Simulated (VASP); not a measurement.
Crystal: Si2W.

```
W Si
1.0
     4.61685    0.00000    0.00000
    -2.30843    3.99831    0.00000
     0.00000    0.00000    6.65322
W Si
3 6
Direct
  0.50000 0.00000 0.50000
  0.50000 0.50000 0.83333
  0.00000 0.50000 0.16667
  0.32725 0.16363 0.16667
  0.83637 0.16363 0.83333
  0.16363 0.32725 0.50000
  0.67275 0.83637 0.16667
  0.16363 0.83637 0.83333
  0.83637 0.67275 0.50000
```

Measurements of this composition are mostly on another form, of space group No. 139.

```yaml
Program: VASP 6.6.1
Task: relaxation of cell and atoms
Functional: LDA
Potentials_or_basis: VASP PAW LDA potentials, release 64 (W_sv, Si)
Cutoff: 600 eV
k_mesh: 6 × 6 × 4
Occupations: gaussian, width 0.02 eV
Spin: no spin polarisation
```

At the start: pressure -8.5 GPa; volume 13.65 Å³/atom.

**Question.** How do energy, volume and symmetry change on relaxing?

**Answer.** Over 8 steps the energy falls by 14.2 meV/atom and the volume is 13.13 Å³/atom (-3.8 %); space group P6_222 (No. 180, to 0.05 Å).

The path:
```tsv
step	energy change (eV)	largest force (eV/Å)	pressure (GPa)	volume (Å³)
1	0.0000	0.0510	-8.55	122.82
2	0.3197	0.0731	19.35	110.32
3	-0.1279	0.0122	-0.20	118.29
4	-0.1280	0.0114	-0.02	118.20
5	-0.1280	0.0105	0.17	118.10
6	-0.1280	0.0058	-0.26	118.31
7	-0.1281	0.0077	-0.10	118.23
8	-0.1282	0.0013	0.02	118.17
```

Final structure:
```
W Si
1.0
     4.55645    0.00000    0.00000
    -2.27823    3.94600    0.00000
     0.00000    0.00000    6.57213
W Si
3 6
Cartesian
  2.2782 0.0000 3.2861
  1.1391 1.9730 5.4768
  -1.1391 1.9730 1.0954
  1.1196 0.6464 1.0954
  3.4368 0.6464 5.4768
  0.0000 1.2928 3.2861
  1.1586 3.2996 1.0954
  -1.1586 3.2996 5.4768
  2.2782 2.6532 3.2861
```
